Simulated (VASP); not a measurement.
# CsI (Pm-3m) in VASP: notebook, part 2 of 2

VASP 6.6.1. The steps go on from the part before.

### 3 Single point, HSE06

The input, POSCAR:

```
CsI
1.0
    4.6081405142      0.0000000000      0.0000000000
    0.0000000000      4.6081405142      0.0000000000
    0.0000000000      0.0000000000      4.6081405142
Cs I
1 1
Direct
    0.0000000000      0.0000000000      0.0000000000
    0.5000000000      0.5000000000      0.5000000000
```

The input, INCAR.step1:

```
SYSTEM = CsI
  PREC = Accurate
  ENCUT = 520
  EDIFF = 1E-5
  ISMEAR = 0
  SIGMA = 0.01
  LREAL = .FALSE.
  LASPH = .TRUE.
  NELM = 100
  ALGO = Normal
  ISIF = 2
  LWAVE = .TRUE.
  LCHARG = .FALSE.
  GGA = PE
  NBANDS = 15
```

The input, INCAR.step2:

```
SYSTEM = CsI
  PREC = Accurate
  ENCUT = 520
  EDIFF = 1E-7
  ISMEAR = 0
  SIGMA = 0.01
  LREAL = .FALSE.
  LASPH = .TRUE.
  NELM = 100
  ALGO = Normal
  ISIF = 2
  LWAVE = .FALSE.
  LCHARG = .FALSE.
  GGA = PE
  LHFCALC = .TRUE.
  HFSCREEN = 0.2079
  PRECFOCK = Normal
  ISTART = 1
  NBANDS = 15
```

The input, KPOINTS:

```
regular mesh
0
G
  4 4 4
  0 0 0
```

Potentials or basis: VASP PAW PBE potentials, release 64 (Cs_sv, I).

Launch:

```console
cat potpaw_PBE.64/Cs_sv/POTCAR potpaw_PBE.64/I/POTCAR > POTCAR
cp INCAR.step1 INCAR
mpirun -np 1 vasp_std > vasp.out
cp INCAR.step2 INCAR
mpirun -np 1 vasp_std > vasp.out
```

OUTCAR:

```text
SYSTEM = CsI
   PREC = Accurate
   ENCUT = 520
   EDIFF = 1E-7
   ISMEAR = 0
   LREAL = .FALSE.
   LASPH = .TRUE.
   NELM = 100
   ISIF = 2
   GGA = PE
   LHFCALC = .TRUE.
   HFSCREEN = 0.2079
   PRECFOCK = Normal
   ISTART = 1

 ion  position               nearest neighbor table
   1  0.000  0.000  0.000-
   2  0.500  0.500  0.500-

  LATTYP: Found a simple cubic cell.
 ALAT       =     4.6081405142

  Lattice vectors:

 A1 = (   4.6081405142,   0.0000000000,   0.0000000000)
 A2 = (   0.0000000000,   4.6081405142,   0.0000000000)
 A3 = (   0.0000000000,   0.0000000000,   4.6081405142)

Analysis of symmetry for initial positions (statically):
=====================================================================
 Subroutine PRICEL returns:
 Original cell was already a primitive cell.

 Routine SETGRP: Setting up the symmetry group for a
 simple cubic supercell.

 Subroutine GETGRP returns: Found 48 space group operations
 (whereof 48 operations were pure point group operations)
 out of a pool of 48 trial point group operations.

The static configuration has the point symmetry O_h .

Analysis of symmetry for dynamics (positions and initial velocities):
=====================================================================
 Subroutine PRICEL returns:
 Original cell was already a primitive cell.

 Routine SETGRP: Setting up the symmetry group for a
 simple cubic supercell.

 Subroutine GETGRP returns: Found 48 space group operations
 (whereof 48 operations were pure point group operations)
 out of a pool of 48 trial point group operations.

The dynamic configuration has the point symmetry O_h .

 Subroutine INISYM returns: Found 48 space group operations
 (whereof 48 operations are pure point group operations),
 and found     1 'primitive' translations

----------------------------------------------------------------------------------------

                                     Primitive cell

  volume of cell :      97.8537

  direct lattice vectors                    reciprocal lattice vectors
     4.608140514  0.000000000  0.000000000     0.217007272  0.000000000  0.000000000
     0.000000000  4.608140514  0.000000000     0.000000000  0.217007272  0.000000000
     0.000000000  0.000000000  4.608140514     0.000000000  0.000000000  0.217007272

  length of vectors
     4.608140514  4.608140514  4.608140514     0.217007272  0.217007272  0.217007272

  position of ions in fractional coordinates (direct lattice)
     0.000000000  0.000000000  0.000000000
     0.500000000  0.500000000  0.500000000

  ion indices of the primitive-cell ions
   primitive index   ion index
                 1           1
                 2           2

----------------------------------------------------------------------------------------

 KPOINTS: regular mesh

Automatic generation of k-mesh.
 Grid dimensions read from file:
 generate k-points for:    4    4    4

 Generating k-lattice:

[... 31 lines left out ...]
   dimension x,y,z NGX =    36 NGY =   36 NGZ =   36
   dimension x,y,z NGXF=    72 NGYF=   72 NGZF=   72
   ions per type =               1   1
   NGX,Y,Z   is equivalent  to a cutoff of  12.99, 12.99, 12.99 a.u.
   NGXF,Y,Z  is equivalent  to a cutoff of  25.98, 25.98, 25.98 a.u.
 SYSTEM =  CsI
   PREC   = accura    normal or accurate (medium, high low for compatibility)
   ISTART =      1    job   : 0-new  1-cont  2-samecut
   ICHARG =      0    charge: 1-file 2-atom 10-const
   ISPIN  =      1    spin polarized calculation?
   LNONCOLLINEAR =      F non collinear calculations
   LSORBIT =      F    spin-orbit coupling
   LASPH  =      T    aspherical Exc in radial PAW
   ENCUT  =  520.0 eV  38.22 Ry    6.18 a.u.   8.57  8.57  8.57*2*pi/ulx,y,z
   NELM   =    100;   NELMIN=  2; NELMDL=  0     # of ELM steps
   EDIFF  = 0.1E-06   stopping-criterion for ELM
   LREAL  =      F    real-space projection
   EDIFFG = 0.1E-05   stopping-criterion for IOM
   NSW    =      0    number of steps for IOM
   IBRION =     -1    ionic relax: 0-MD 1-quasi-New 2-CG
   NFREE  =      0    steps in history (QN), initial steepest desc. (CG)
   ISIF   =      2    stress and relaxation
   ISYM   =      3    0-nonsym 1-usesym 2-fastsym
   POTIM  = 0.5000    time-step for ionic-motion
   TEBEG  =    0.0;   TEEND  =   0.0 temperature during run
   PSTRESS=    0.0 pullay stress
   NELECT =      16.0000    total number of electrons
   NUPDOWN=      -1.0000    fix difference up-down
   EMIN   =  10.00;   EMAX   =-10.00  energy-range for DOS
   EFERMI =   0.00;   METHOD = LEGACY
   ISMEAR =     0;   SIGMA  =   0.01  broadening in eV -4-tet -1-fermi 0-gaus
   EFERMI_NEDOS =   21; number of points for ismear=-14 and -15
   IALGO  =     38    algorithm
   IMIX   =      1    mixing-type and parameters
     AMIX     =   0.40;   BMIX     =  1.00
     AMIX_MAG =   1.60;   BMIX_MAG =  1.00
  volume/ion in A,a.u.               =      48.93       330.17
  Fermi-wavevector in a.u.,A,eV,Ry     =   0.895205  1.691692 10.903597  0.801392
  Thomas-Fermi vector in A             =   2.017507
   LORBIT       =      0    0 simple, 1 ext, 2 COOP (PROOUT), +10 PAW based schemes
   GGA     = PE    functional components
   LHFCALC =     T    Hartree Fock is set to
   PRECFOCK=normal    Normal, Fast or Accurate (Low or Medium for compatibility)
   ENCUT4O =  -1.0   cutoff for four orbital integrals eV
   NKREDX  =     1    reduce k-point grid by
   NKREDY  =     1    reduce k-point grid by
   NKREDZ  =     1    reduce k-point grid by
   AEXX    =    0.2500 exact exchange contribution
   HFSCREEN=    0.2079 screening length (either q_TF or 0.3 A-1)
   HFSCREENC=   0.2079 screening length for correlation (either q_TF or 0.3 A-1)
   ENCUTFOCK=  -1.0 apply spherical cutoff to Coloumb kernel
   IVDW    =     0    specifies the selected vdW correction
   LEPSILON=     F    determine dielectric tensor
   LRPA    =     F    only Hartree local field effects (RPA)
 non-spin polarized calculation
 Gauss-broadening in eV      SIGMA  =   0.01
  energy-cutoff  :      520.00
  volume of cell :       97.85
 maximum number of plane-waves:      2666
 NGX is ok and might be reduce to    36
  NGX = 28; NGY = 28; NGZ = 28

 number of electron      16.0000002 magnetization

 Free energy of the ion-electron system (eV)
  ---------------------------------------------------
  ext. energy  EPLUGINS =         0.00000000
  ---------------------------------------------------
  free energy    TOTEN  =        -6.30786664 eV

  energy without entropy =       -6.30786664  energy(sigma->0) =       -6.30786664

 E-fermi :   0.0477     XC(G=0):  -6.4257

 val. band max:       -0.0429389249   @ k =   0.5000   0.5000   0.0000
 cond. band min:       4.7320287696   @ k =   0.0000   0.0000   0.0000
 fundamental gap:      4.7749676945
 Fermi energy:         0.0476662173

 k-point     1 :       0.0000    0.0000    0.0000
  band No.  band energies     occupation
      1     -21.9298      2.00000
      2     -11.5598      2.00000
      3      -7.6227      2.00000
      4      -7.6227      2.00000
      5      -7.6227      2.00000
      6      -0.1427      2.00000
      7      -0.1427      2.00000
      8      -0.1427      2.00000
      9       4.7320      0.00000
     10       5.1436      0.00000
     11       5.1436      0.00000
     12       8.8680      0.00000
     13       8.8680      0.00000
     14       8.8680      0.00000
[... 149 lines left out ...]
      2     -11.2682      2.00000
      3      -7.8594      2.00000
      4      -7.8594      2.00000
      5      -7.8594      2.00000
      6      -1.3637      2.00000
      7      -1.3637      2.00000
      8      -1.3637      2.00000
      9       8.0678      0.00000
     10       8.0678      0.00000
     11       8.0678      0.00000
     12       8.9044      0.00000
     13       8.9044      0.00000
     14       8.9044      0.00000
     15      10.9878      0.00000

------------------------ aborting loop because EDIFF is reached ----------------------------------------

  FORCE on cell =-STRESS in cart. coord.  units (eV):
  Direction    XX          YY          ZZ          XY          YZ          ZX
  --------------------------------------------------------------------------------------
  -------------------------------------------------------------------------------------
  Total        0.1271611      0.1271611      0.1271611     -0.0000000     -0.0000000      0.0000000
  in kB        2.0820338      2.0820338      2.0820338     -0.0000000     -0.0000000      0.0000000
  external PRESSURE =       2.0820338 kB  Pullay stress =       0.0000000 kB

 VOLUME and BASIS-vectors are now :
 -----------------------------------------------------------------------------
  energy-cutoff  :      520.00
  volume of cell :       97.85
      direct lattice vectors                 reciprocal lattice vectors
     4.608140514  0.000000000  0.000000000     0.217007272  0.000000000  0.000000000
     0.000000000  4.608140514  0.000000000     0.000000000  0.217007272  0.000000000
     0.000000000  0.000000000  4.608140514     0.000000000  0.000000000  0.217007272

 POSITION                                       TOTAL-FORCE (eV/Angst)
 -----------------------------------------------------------------------------------
      0.00000      0.00000      0.00000         0.000000      0.000000      0.000000
      2.30407      2.30407      2.30407         0.000000      0.000000      0.000000
 -----------------------------------------------------------------------------------
    total drift:                               -0.000000     -0.000000     -0.000000

  FREE ENERGIE OF THE ION-ELECTRON SYSTEM (eV)
  ---------------------------------------------------
  free  energy   TOTEN  =        -6.3078666395 eV

  energy  without entropy=       -6.3078666395  energy(sigma->0) =       -6.30786664
```

Run time: 13 min. Hardware: 1 thread of Intel Xeon Platinum 8559C (Emerald Rapids), shared host; peak memory 0.32 GiB.

What came out:

* Free energy: -6.3079 eV
* Pressure: 0.2 GPa
* Band gap on the k mesh: 4.77 eV, indirect (least direct gap 4.87 eV)

Caveat: the PAW data sets were made with another functional, which shifts forces and pressure a little; spin-orbit coupling is left out, which moves the levels of the heavy elements.
